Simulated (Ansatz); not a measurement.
# C: the cost of one run

Program: Ansatz 0.2.0. Level of theory: DFT PBEsol, scalar-relativistic, plane waves, PAW. These are calculated values, not measurements.

2 further runs of the same task are left out: 2 set aside as unsound or not needed.

## (1) Starting point

The structure is cubic, space group Fd-3m (No. 227). Conventional cell: a = 3.554 Å, b = 3.554 Å, c = 3.554 Å, α = 90.00°, β = 90.00°, γ = 90.00°. C (site symmetry -43m) has 4 C at 1.54 Å in its first shell of neighbours.

Structure file:

```
C
1.0
     0.00000    1.77690    1.77690
     1.77690    0.00000    1.77690
     1.77690    1.77690    0.00000
C
2
Direct
  0.50000 0.50000 0.50000
  0.75000 0.75000 0.75000
```

This cell was relaxed beforehand with the same method: volume 5.61 Å³/atom, gap on the mesh 4.07 eV.

The bulk reference comes from a run made before at the same settings: -246.6680 eV/atom.

## (2) The (110) slab

Planes are indexed in the bulk's conventional cell (Fd-3m (No. 227)), a = 3.554 Å, b = 3.554 Å, c = 3.554 Å, α = 90.00°, β = 90.00°, γ = 90.00°.

The slab is a (110) slab, 10.1 Å thick as cut, with 15 Å of vacuum; its outer planes are C (top) and C (bottom).

The slab as cut. Its planes from the bottom up:

| plane | atoms per cell | height over the lowest (Å) |
| --- | --- | --- |
| 1 | C2 | 0.00 |
| 2 | C2 | 1.26 |
| 3 | C2 | 2.51 |
| 4 | C2 | 3.77 |
| 5 | C2 | 5.03 |
| 6 | C2 | 6.28 |
| 7 | C2 | 7.54 |
| 8 | C2 | 8.80 |
| 9 | C2 | 10.05 |

## (3) Single point on the unrelaxed (110) slab

A dipole layer in the vacuum cancels the field that periodic copies would set up if the slab's two faces differ.

input.yaml

```yaml
crystal:
  lattice:
    - [2.5129226041, 0.0, 0.0]
    - [0.0, 3.5538092279, 0.0]
    - [0.0, 0.0, 25.0516904164]
  atoms:
    - { symbol: C, position: [0.5, 0.0, 0.2993809949] }
    - { symbol: C, position: [0.0, 0.25, 0.2993809949] }
    - { symbol: C, position: [0.0, 0.5, 0.3495357462] }
    - { symbol: C, position: [0.5, 0.75, 0.3495357462] }
    - { symbol: C, position: [0.5, 0.0, 0.3996904974] }
    - { symbol: C, position: [0.0, 0.25, 0.3996904974] }
    - { symbol: C, position: [0.0, 0.5, 0.4498452487] }
    - { symbol: C, position: [0.5, 0.75, 0.4498452487] }
    - { symbol: C, position: [0.5, 0.0, 0.5] }
    - { symbol: C, position: [0.0, 0.25, 0.5] }
    - { symbol: C, position: [0.0, 0.5, 0.5501547513] }
    - { symbol: C, position: [0.5, 0.75, 0.5501547513] }
    - { symbol: C, position: [0.5, 0.0, 0.6003095026] }
    - { symbol: C, position: [0.0, 0.25, 0.6003095026] }
    - { symbol: C, position: [0.0, 0.5, 0.6504642538] }
    - { symbol: C, position: [0.5, 0.75, 0.6504642538] }
    - { symbol: C, position: [0.5, 0.0, 0.7006190051] }
    - { symbol: C, position: [0.0, 0.25, 0.7006190051] }
basis:
  ecutwfc: 420
kpoints:
  mp_grid: { grid: [11, 8, 1] }
hamiltonian:
  xc: pbesol
scf:
  occupations: { method: gaussian, width: 0.05 }
output:
  forces: true
  stress: true
  eigenvalues: true
  write_density: true
  write_potential: true
  elf: true
  volumetric_format: npy
efield:
  axis: 3
  dipole_correction: true
  ramp_width: 0.04
```

On the command line:

```console
$ ansatz run input.yaml --threads 2 --pin off --max-ram 5120MiB --backend cpu --events-out ev --progress --plain --runs-dir out
```

**Question.** How long does this run take on 2 threads of AMD EPYC 9R45 (Zen 5), shared host, and how much memory does it need?

About 8.1 s, with a peak of 0.69 GiB.
